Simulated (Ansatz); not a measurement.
**Relaxing Ag**

Computed with Ansatz 0.2.0, DFT r2SCAN, scalar-relativistic, plane waves, PAW. Settings: 500 eV cutoff, 24×24×12 k-mesh, Gaussian smearing of 0.10 eV, no spin polarisation.

What was changed: biaxial strain in the a-b plane, c and atoms relaxed: +1.0 %.

Command:

```bash
ansatz run input.yaml --threads 1 --pin off --max-ram 2560MiB --backend cpu --events-out ev --progress --plain --runs-dir out
```

Input:

```yaml
crystal:
  lattice:
    - [2.9327124242, 0.0, 0.0]
    - [-1.4663562121, 2.5398034614, 0.0]
    - [0.0, 0.0, 4.7190542787]
  atoms:
    - { symbol: Ag, position: [0.3333333333, 0.6666666667, 0.25] }
    - { symbol: Ag, position: [0.6666666667, 0.3333333333, 0.75] }
basis:
  ecutwfc: 500
kpoints:
  mp_grid: { grid: [24, 24, 12] }
hamiltonian:
  xc: r2scan
scf:
  occupations: { method: gaussian, width: 0.1 }
output:
  forces: true
  stress: true
  eigenvalues: true
relax:
  adjacent_minimum: "off"
  f_tol: 0.008
  max_steps: 40
  cell: { stress_tol: 0.015, fix: [a, b, gamma] }
```

F is the free energy. Steps run on the plane waves of an earlier cell, but the last one, and at times one on the way, on a freshly chosen basis, so a repeated geometry can differ a little in energy. The held parts of the cell keep their stress, so P needn't end at zero.

Steps:

| step | F − F(1) (eV) | largest force component (eV/Å) | V (Å³/atom) | P (GPa) |
| --- | --- | --- | --- | --- |
| 1 | 0.0000 | 0.000 | 17.575 | -1.43 |
| 2 | 0.0000 | 0.000 | 17.556 | -1.32 |
| 3 | 0.0000 | 0.000 | 17.561 | -1.36 |
| 4 | 0.0000 | 0.000 | 17.561 | -1.36 |

Relaxed structure:

```
CELL_PARAMETERS angstrom
2.93271 0.00000 0.00000
-1.46636 2.53980 0.00000
0.00000 0.00000 4.71535
ATOMIC_POSITIONS crystal
Ag 0.33333 0.66667 0.25000
Ag 0.66667 0.33333 0.75000
```

Symmetry: P6_3/mmc, No. 194, hexagonal system. Conventional cell: a = 2.933 Å, b = 2.933 Å, c = 4.715 Å, α = 90.00°, β = 90.00°, γ = 120.00°. Around Ag (site symmetry -6m2) lie 12 Ag at 2.90 to 2.93 Å.

The run converged. Time: 110 s on 1 thread of Intel(R) Xeon(R) Platinum 8488C (Sapphire Rapids), on a shared host, peak memory 0.72 GiB.